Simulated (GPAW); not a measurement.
Runs of GPAW 26.7.0 on NiO. Symmetry: Fm-3m, No. 225, cubic system. Conventional cell: a = 4.172 Å, b = 4.172 Å, c = 4.172 Å, α = 90.00°, β = 90.00°, γ = 90.00°. Ni (site symmetry m-3m) has 6 O at 2.09 Å as nearest neighbours. Around O (site symmetry m-3m) lie 6 Ni at 2.09 Å. 

```tsv
task	level	potentials or basis	cell	k mesh	cutoff (eV)	smearing	band path	band points	convergence	supercell	supercell k mesh	gap on the mesh (eV)	pressure (GPa)	moment (μB)
band structure	r4SCAN	GPAW PAW data sets (gpaw-data 1.2.1), pw	as given	8 × 8 × 8	800	fermi-dirac 0.05 eV	GXWKGLUWLK,UX	100	-	-	-	0.55	(a)	2.00
phonons	r2SCAN	GPAW PAW data sets (gpaw-data 1.2.1), newer versions, pw	atoms relaxed	8 × 8 × 8	680	fermi-dirac 0.05 eV	-	-	density 1e-6	1 × 1 × 1	8 × 8 × 8	0.75	2.5	2.00
single point	RPBE	the program's PAW data sets (release 1.2.1) made for this functional, pw	the cell as VASP's run set it	11 × 11 × 11	800	gaussian 0.1 eV	-	-	-	-	-	none	17.6	(b)
band structure	PBE	SG15 ONCV 1.2, pw	as given	8 × 8 × 8	1100	fermi-dirac 0.05 eV	GXWKGLUWLK,UX	60	-	-	-	-	6.3	1.79
relaxation of cell and atoms	LDA	the program's PAW data sets (release 1.2.1) made for this functional, pw	relaxed	11 × 11 × 11	800	fermi-dirac 0.05 eV	-	-	-	-	-	none	-0.2	0.30
```

Alike in all rows: spin collinear, ferromagnetic start.

**Question.** Fill in the values left out.

**Answer.** (a) 6.1; (b) 1.81.

Caveats: a cell with one magnetic atom can't hold antiferromagnetic order, which such compounds often take (some runs); the stock nickel data set gives pressures a few GPa off other programs (some runs); semilocal functionals often make such compounds metallic where correlation or magnetic order opens a gap, which also shifts bond lengths (some runs); the PAW data sets were made with another functional, which shifts forces and pressure a little (some runs); the cutoff is short for stress and forces, so pressures can be off by a GPa or more (some runs); the LO-TO splitting is left out (some runs); so large a pressure means that the cell lies far from this level's equilibrium, or that cutoff or potentials fall short (some runs).

A k mesh can miss the band edges.

A gap of «none» marks a metal or a gap under the smearing width.

Not every run made on this cell is shown here.
